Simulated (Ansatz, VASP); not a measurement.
**Two plane-wave programs on BP**

Contents of INCAR:

```
PREC = Accurate
ENCUT = 520
EDIFF = 1E-7
ISMEAR = -1
SIGMA = 0.05
LREAL = F
LASPH = T
NELM = 80
ALGO = Normal
ISIF = 2
LWAVE = F
LCHARG = F
GGA = PE
NBANDS = 11
```

KPOINTS

```
Automatic mesh
0
Gamma
  10 10 10
```

The input POSCAR:

```
BP
1.0
    0.0000000000      2.2690000000      2.2690000000
    2.2690000000      0.0000000000      2.2690000000
    2.2690000000      2.2690000000      0.0000000000
P B
1 1
Direct
    0.7546500000      0.7555510000      0.7433890000
   -0.0097010000      0.0090470000     -0.0024710000
```

Contents of input.yaml:

```yaml
crystal:
  lattice:
    - [0.0, 2.269, 2.269]
    - [2.269, 0.0, 2.269]
    - [2.269, 2.269, 0.0]
  atoms:
    - { symbol: P, position: [0.75465, 0.755551, 0.743389] }
    - { symbol: B, position: [-0.009701, 0.009047, -0.002471] }
hamiltonian:
  xc: pbe
  pseudopotentials: { kind: paw }
kpoints:
  mp_grid: { grid: [10, 10, 10] }
scf:
  occupations: { method: fermi_dirac, width: 0.05 }
output:
  forces: true
  stress: true
  eigenvalues: true
  write_density: true
  write_potential: true
  elf: true
  volumetric_format: npy
```

Change from the starting cell: atoms moved at random, drawn with an rms of 0.05 Å.

Alike in both runs: task single point; functional PBE; k mesh 10 × 10 × 10; occupations fermi-dirac, width 0.05 eV; no spin polarisation.

|  | VASP | Ansatz |
| --- | --- | --- |
| version | VASP 6.6.1 | Ansatz 0.2.0 |
| potentials or method | VASP PAW PBE potentials, release 64 (P, B) | Ansatz PAW |
| plane-wave cutoff (eV) | 520 | 420 |
| valence electrons in the cell | 8 | 8 |

Ansatz gave:

- gap on the k mesh at the Fermi level (eV): 0.90
- least direct gap on the mesh (eV): 2.84
- pressure (GPa): 1.3
- largest component of the traceless stress (GPa): 1.17
- rms of the force components (eV/Å): 0.394

Q: Which values does VASP return?

A: gap on the k mesh at the Fermi level (eV): 0.89; least direct gap on the mesh (eV): 2.84; pressure (GPa): 1.0; largest component of the traceless stress (GPa): 1.16; rms of the force components (eV/Å): 0.393.

Atom by atom the forces differ by 0.001 eV/Å (rms over components). With one functional, cell and mesh, what is left measures potentials, basis and numerics.

A k mesh can miss the band edges.
